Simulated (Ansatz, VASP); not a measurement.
## Cross-check of Ba2CaTeO6 between VASP and Ansatz

One calculation is typed for both programs; each brings its own data sets. How far apart do they land? The two relaxations start from unlike cells of this crystal (the structure described is Ansatz's start), so only their ends are compared.

Main program and level: Ansatz 0.2.0; plane waves, with VASP 6.6.1 beside it; relaxation of cell and atoms at PBEsol with D3(BJ).

## (1) The structure

It takes space group Fm-3m (No. 225, cubic). The conventional cell has a = 8.509 Å, b = 8.509 Å, c = 8.509 Å, α = 90.00°, β = 90.00°, γ = 90.00°. Ba has 12 O at 3.01 Å nearest. Nearest to Ca lie 6 O at 2.30 Å. Te has 6 O at 1.96 Å nearest. O has 1 Te at 1.96 Å and 1 Ca at 2.30 Å and 4 Ba at 3.01 Å nearest. Farther neighbours and most contacts between anions are not listed.

Coordinates:

```cif
data_structure
_symmetry_space_group_name_H-M 'P 1'
_symmetry_Int_Tables_number 1
_cell_length_a 6.0165
_cell_length_b 6.0165
_cell_length_c 6.0165
_cell_angle_alpha 60.000
_cell_angle_beta 60.000
_cell_angle_gamma 60.000
_cell_volume 154.00
loop_
_atom_site_label
_atom_site_type_symbol
_atom_site_fract_x
_atom_site_fract_y
_atom_site_fract_z
_atom_site_occupancy
Ba1 Ba 0.75000 0.75000 0.75000 1
Ba2 Ba 0.25000 0.25000 0.25000 1
Ca3 Ca 0.00000 0.00000 0.00000 1
Te4 Te 0.50000 0.50000 0.50000 1
O5 O 0.72993 0.27007 0.72993 1
O6 O 0.72993 0.27007 0.27007 1
O7 O 0.72993 0.72993 0.27007 1
O8 O 0.27007 0.27007 0.72993 1
O9 O 0.27007 0.72993 0.72993 1
O10 O 0.27007 0.72993 0.27007 1
```

## (2) Ansatz: relaxation of cell and atoms, PBEsol with D3(BJ)

Ansatz runs on its default PAW (the set named soft_2) files.

The relaxed volume is the usual yardstick between codes: in a stiff, nearly cubic crystal its relative difference is about their pressure difference at one cell divided by the bulk modulus.

input.yaml reads:

```yaml
crystal:
  lattice:
    - [0.0, 4.254323, 4.254323]
    - [4.254323, 0.0, 4.254323]
    - [4.254323, 4.254323, 0.0]
  atoms:
    - { symbol: Ba, position: [0.75, 0.75, 0.75] }
    - { symbol: Ba, position: [0.25, 0.25, 0.25] }
    - { symbol: Ca, position: [0.0, 0.0, 0.0] }
    - { symbol: Te, position: [0.5, 0.5, 0.5] }
    - { symbol: O, position: [0.729929, 0.270071, 0.729929] }
    - { symbol: O, position: [0.729929, 0.270071, 0.270071] }
    - { symbol: O, position: [0.729929, 0.729929, 0.270071] }
    - { symbol: O, position: [0.270071, 0.270071, 0.729929] }
    - { symbol: O, position: [0.270071, 0.729929, 0.729929] }
    - { symbol: O, position: [0.270071, 0.729929, 0.270071] }
kpoints:
  mp_grid: { grid: [4, 4, 4] }
hamiltonian:
  xc: pbesol
  dispersion: d3bj
scf:
  occupations: { method: gaussian, width: 0.02 }
output:
  forces: true
  stress: true
  eigenvalues: true
relax:
  adjacent_minimum: "off"
  f_tol: 0.005
  max_steps: 60
  cell: { stress_tol: 0.03 }
```

Started as:

```sh
> ansatz run input.yaml --threads 8 --pin off --max-ram 16384MiB --backend cpu --events-out ev --progress --plain --runs-dir out
```

Numbers of over 12 decimals in the logs are rounded to 6 here.

Output:

```text
Engine: ansatz 0.2.0, aarch64-unknown-linux-gnu
Pseudopotentials: kind: paw
Pseudopotential: Ba, paw, valence charge 10, recommended cutoff 420 eV (normal), Ba.paw.azcp
Pseudopotential: Ca, paw, valence charge 10, recommended cutoff 420 eV (normal), Ca.paw.azcp
Pseudopotential: Te, paw, valence charge 16, recommended cutoff 420 eV (normal), Te.paw.azcp
Pseudopotential: O, paw, valence charge 6, recommended cutoff 420 eV (normal), O.paw.azcp
Functional definition: PBEsol
  exchange = pbesol_x
  correlation = pbesol_c
Crystal: 10 atoms, lattice volume = 154.000 Å³
Basis set: ecut = 420 eV, 2975 PW (Γ), exchange–correlation on 90×90×90 points (8 copies of the dense FFT grid, shifted against one another)
Bands: 51, of which v1, the nominal top of the filled ones, is band 41 counted from 1 (40 counted from 0)
Symmetry: 48 space group operations
Space group: Fm-3m (ITA 225), of the structure as read, at distance tolerance 5.4e-5 Å
k-points: 8 of 64
Non-local potential: Ba, projectors of the file, l = 0: 3, l = 1: 2, l = 2: 2, l = 3: 2
Non-local potential: Ca, projectors of the file, l = 0: 3, l = 1: 2, l = 2: 2
Non-local potential: Te, projectors of the file, l = 0: 2, l = 1: 2, l = 2: 2, l = 3: 2
Non-local potential: O, projectors of the file, l = 0: 2, l = 1: 2, l = 2: 1
PAW form: soft (Blöchl's): semilocal exchange-correlation on the pseudo side does not see the compensation charge
PAW frozen core: Ba, regenerated for the run's functional, and the local potential with it (the file was generated under x = pbe(κ = 0.804, μ = 0.219515), c = pbe(β = 0.066725))
PAW frozen core: Ca, regenerated for the run's functional, and the local potential with it (the file was generated under x = pbe(κ = 0.804, μ = 0.219515), c = pbe(β = 0.066725))
PAW frozen core: Te, regenerated for the run's functional, and the local potential with it (the file was generated under x = pbe(κ = 0.804, μ = 0.219515), c = pbe(β = 0.066725))
PAW frozen core: O, regenerated for the run's functional, and the local potential with it (the file was generated under x = pbe(κ = 0.804, μ = 0.219515), c = pbe(β = 0.066725))
PAW one-centre angular grid: Ba, 194 points (default); XC on 64 Gauss nodes
PAW one-centre angular grid: Ca, 110 points (default); XC on 64 Gauss nodes
PAW one-centre angular grid: Te, 590 points (default); XC on 64 Gauss nodes
PAW one-centre angular grid: O, 110 points (default); XC on 64 Gauss nodes
Initial density: superposition of atomic densities (neutral atoms: chi_scale 0, normalization atom), corrected by the library's trained network
Initial wavefunctions: pseudopotential atomic-orbital guess
Functional: x = pbesol(κ = 0.804, μ = 0.123457), c = pbesol(β = 0.046)
SCF iter   1: F=—  HF=-23797.189544 eV  |F-HF|=—  |Δ(HF+E_count)|=         —  Δρ=1.46e-2  dr2=2.85e-1  ethr=1.77e-3  ⟨swp⟩=9.2  Hψ=1991  notcnv=0  defer=2
preconditioner: auto → Resta (q_TF=auto, 2.456 Å⁻¹)  ε∞=4.0  [insulator: Δε(μ)=2.853 eV  Ē_g=14.056 eV  σ=0.020 eV  W_gap=1.00  n_scr=50 (ndim 8)  ℏωp=24.3 eV  f_vac=0.001  D(μ)=0.00/eV (n_scr^D=0)  ε∞_Penn≈4.0]
SCF iter   2: F=—  HF=-23797.117063 eV  |F-HF|=—  |Δ(HF+E_count)|=   7.25e-2  Δρ=3.14e-3  dr2=6.98e-3  ethr=3.47e-4  ⟨swp⟩=3.0  Hψ=782  notcnv=0  defer=19
SCF iter   3: F=—  HF=-23797.115622 eV  |F-HF|=—  |Δ(HF+E_count)|=   1.44e-3  Δρ=1.09e-3  dr2=1.34e-3  ethr=8.51e-6  ⟨swp⟩=2.0  Hψ=743  notcnv=0  defer=19
SCF iter   4: F=—  HF=-23797.115744 eV  |F-HF|=—  |Δ(HF+E_count)|=   1.21e-4  Δρ=2.44e-4  dr2=6.82e-5  ethr=1.63e-6  ⟨swp⟩=2.1  Hψ=774  notcnv=0  defer=19
SCF iter   5: F=—  HF=-23797.115860 eV  |F-HF|=—  |Δ(HF+E_count)|=   1.17e-4  Δρ=3.98e-5  dr2=2.77e-6  ethr=8.31e-8  ⟨swp⟩=2.9  Hψ=768  notcnv=0  defer=19
SCF iter   6: F=—  HF=-23797.115862 eV  |F-HF|=—  |Δ(HF+E_count)|=   1.58e-6  Δρ=1.03e-5  dr2=1.60e-7  ethr=3.37e-9  ⟨swp⟩=2.1  Hψ=616  notcnv=0  defer=19
SCF iter   7: F=-23797.115862 eV  HF=-23797.115862 eV  |F-HF|=1.46e-11  |Δ(HF+E_count)|=   1.67e-7  Δρ=2.43e-6  dr2=8.38e-9  ethr=1.22e-10  ⟨swp⟩=12.8  Hψ=2269  notcnv=0
SCF 1 converged in 7 iterations: F = -23797.115862 eV  dr2 = 8.38e-9
  greatest PAW one-centre occupation: 0.999 electrons in one spin orbital (limit 2), on the Te atom at site 3 (counted from 0), in its partial waves of l = 2
relax step   1: F+E_penalty+E_count = -23797.11586187 eV  Δ(F+E_penalty+E_count) = +0.000e0 eV  max|allowed force component| = 8.813e-2 eV/Å  Δτ_max = 0.0000 Å  P = -7.792 GPa  Ω = 154.000 Å³  (7 SCF iters, dr2 threshold 1.00e-7 eV, accepted)
[...]
relax step   7: F+E_penalty+E_count = -23797.39836601 eV  Δ(F+E_penalty+E_count) = -1.496e-3 eV  max|allowed force component| = 1.226e-4 eV/Å  Δτ_max = 0.0007 Å  P = -0.003 GPa  Ω = 143.087 Å³  energy of the carried Pulay correction = +1.162e-3 eV  (5 SCF iters, dr2 threshold 2.32e-7 eV, accepted)
[...]
relax step   8: F+E_penalty+E_count = -23797.39610098 eV  Δ(F+E_penalty+E_count) = +2.265e-3 eV  max|allowed force component| = 2.596e-4 eV/Å  Δτ_max = 0.0000 Å  P = -0.012 GPa  Ω = 143.087 Å³  stress off target by 1.16e-2 GPa  SCF on the basis re-selected at this cell (its energy is not comparable with the rows above)  (5 SCF iters)
basis re-selected at this cell: Δ(F+E_penalty+E_count) = +2.265e-3 eV, ΔP = -0.008 GPa vs the last step (what re-selecting the basis moved, of the pressure what is left beyond the Pulay correction that the steps carried, after the strain that the cell walked since its last selection, with what the two solves' SCF thresholds leave and, on support functions, any second-order correction that the steps lacked; it is no m [...]
SCF converged after 5 iterations
Free energy (F): -23797.396101 eV
Harris-Foulkes:  -23797.396101 eV  (|F-HF|=7.28e-12)
Internal energy: -23797.396101 eV  (E = F + TS)
E sigma→0 (E₀):  -23797.396101 eV
Fermi energy:    11.276071 eV
--- Per-component energies (eV) ---
  E_band       = -286.508655
  E_kinetic    = 1863.419873
  E_local      = -4539.059090  (includes V_loc(G=0)·N_el)
  E_nonlocal   = 165.259704
  E_hartree    = 2042.085496
  E_xc         = -1038.360668
  E_vxc        = -1118.253168  (∫ρ·V_xc dr)
  E_paw        = -16622.674322  (= ΣΔE_a)
  E_vpaw       = -742.061481  (= ΣTr[D̂ρ^β])
  E_aug_tail   = 0.014584  (compensation charges beyond the density's cutoff)
  E_ewald      = -5666.604110
  E_disp       = -2.485772  (pairwise vdW)
  E_core_change = 1.008203  (= ΣΔE_core)
  E_smearing   = -0.000000  (= −TS)
  E_closure    = 0.000000  (closes the sum)
  Σ components = -23797.396101   (vs F -23797.396101, Δ=0.00e0)
--- Forces (eV/Å), atoms counted from 1 ---
  atom   1  Ba     0.00000000     0.00000000     0.00000000
  atom   2  Ba     0.00000000    -0.00000000    -0.00000000
  atom   3  Ca     0.00000000     0.00000000    -0.00000000
  atom   4  Te     0.00000000     0.00000000    -0.00000000
  atom   5  O     -0.00000000     0.00025957    -0.00000000
  atom   6  O     -0.00025957     0.00000000     0.00000000
  atom   7  O      0.00000000    -0.00000000     0.00025957
  atom   8  O     -0.00000000     0.00000000    -0.00025957
  atom   9  O      0.00025957    -0.00000000    -0.00000000
  atom  10  O      0.00000000    -0.00025957     0.00000000
  max |Σ_I F_I| component: 5.04e-18 eV/Å
--- Stress (GPa, compression-positive) ---
       -0.011595      -0.000000      -0.000000
       -0.000000      -0.011595       0.000000
       -0.000000      -0.000000      -0.011595
  P = ⅓ Tr σ = -0.0116 GPa (-0.116 kbar)
--- Band table (eV; the first three rows and the last of 8) ---
  k-point 0: bands = [... 37 lower, 8.8224, 9.4802, 9.4802, 9.4802, 13.0718, 14.2648, 14.2648, 15.3007, ... 6 higher]
  k-point 1: bands = [... 37 lower, 8.7217, 9.2486, 9.2486, 9.3377, 13.7227, 14.8883, 14.8883, 15.3908, ... 6 higher]
  k-point 2: bands = [... 37 lower, 8.6226, 9.1113, 9.1113, 9.1405, 14.3553, 15.6315, 15.7785, 15.7785, ... 6 higher]
  k-point 7: bands = [... 37 lower, 8.3358, 8.3543, 9.0936, 9.0936, 13.8336, 16.3182, 16.3182, 16.6443, ... 6 higher]
--- Relaxed structure (6 steps of the walk, 6 accepted, 2 SCFs on fresh bases) ---
  F+E_penalty+E_count = -23797.39610098 eV   max|allowed force component| = 2.596e-4 eV/Å   (the final SCF, on the basis selected at the relaxed cell)
  cell:  # Å, volume = 143.0871 Å³
    - [0, 4.151358, 4.151358]
    - [4.151358, 0, 4.151358]
    - [4.151358, 4.151358, 0]
  atoms:
    - { symbol: Ba, position: [0.750000, 0.750000, 0.750000] }
    - { symbol: Ba, position: [0.25, 0.25, 0.25] }
    - { symbol: Ca, position: [-2.3828210299827774e-19, -1.5673100892400248e-19, 0] }
    - { symbol: Te, position: [0.5, 0.5, 0.5] }
    - { symbol: O, position: [0.732024, 0.267976, 0.732024] }
    - { symbol: O, position: [0.732024, 0.267976, 0.267976] }
    - { symbol: O, position: [0.732024, 0.732024, 0.267976] }
    - { symbol: O, position: [0.267976, 0.267976, 0.732024] }
    - { symbol: O, position: [0.267976, 0.732024, 0.732024] }
    - { symbol: O, position: [0.267976, 0.732024, 0.267976] }
```

[end of part 1 of 2]

[Lines on the potential files, build, host, timing and source positions are cut from VASP's logs without a mark.]

[Logs are printed without paths, hosts, clocks, repeated set-up lines and the standing remarks that a program may print on its own settings, such as how far it seeks lower states.]

[Hosts, paths, dates, database ids (printed as entryN), source tags and the programs' standing remarks are cut or masked in the printed files.]
